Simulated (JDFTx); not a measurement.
## NaF (Villiaumite) under changes of volume

One of the cells (12.487 Å³/atom); the others are scaled copies at fixed shape and fractional positions:

```
Na F
1.0
     0.00000    2.32000    2.32000
     2.32000    0.00000    2.32000
     2.32000    2.32000    0.00000
Na F
1 1
Direct
  0.00000 0.00000 0.00000
  0.50000 0.50000 0.50000
```

* Program: JDFTx 1.7.0 (patched build)
* Functional: LDA
* Potentials or basis: PseudoDojo-SR-LDA-0.4.1-standard with smoothed tails
* Cutoff: 1197 eV
* Density cutoff: 9578 eV
* k mesh: 10 × 10 × 10
* Occupations: fermi-dirac, width 0.05 eV
* Spin: no spin polarisation

```tsv
volume (Å³/atom)	energy over the lowest point (meV/atom)	pressure (GPa)	gap on the mesh (eV)
11.738	0.00	-1.7	6.31
11.988	?	?	?
12.237	8.42	-3.7	6.08
12.487	14.79	-4.5	5.97
12.737	22.38	-5.2	5.87
12.987	31.04	-5.9	5.77
13.236	40.65	-6.4	5.68
```

What does the run at 11.988 Å³/atom give?

Energy over the lowest point 3.42 meV/atom; pressure -2.7 GPa; gap on the mesh 6.19 eV.

Worked out: A Birch-Murnaghan fit of order 3 (a polynomial in V^(-2/3)) to the other rows has its minimum at 11.39 Å³/atom, just outside them, with B0 = V·E''(V) = 60 GPa and B' = 4.4. It gives 3.45 meV/atom at 11.988 Å³/atom, against the run's 3.42, and -dE/dV = -2.7 GPa, against -2.7. A straight line through the other rows of the gap, of slope -5.25 eV per unit of ln V (its deformation potential), gives 6.19 eV, against the run's 6.19.

A mesh can miss the band edges.
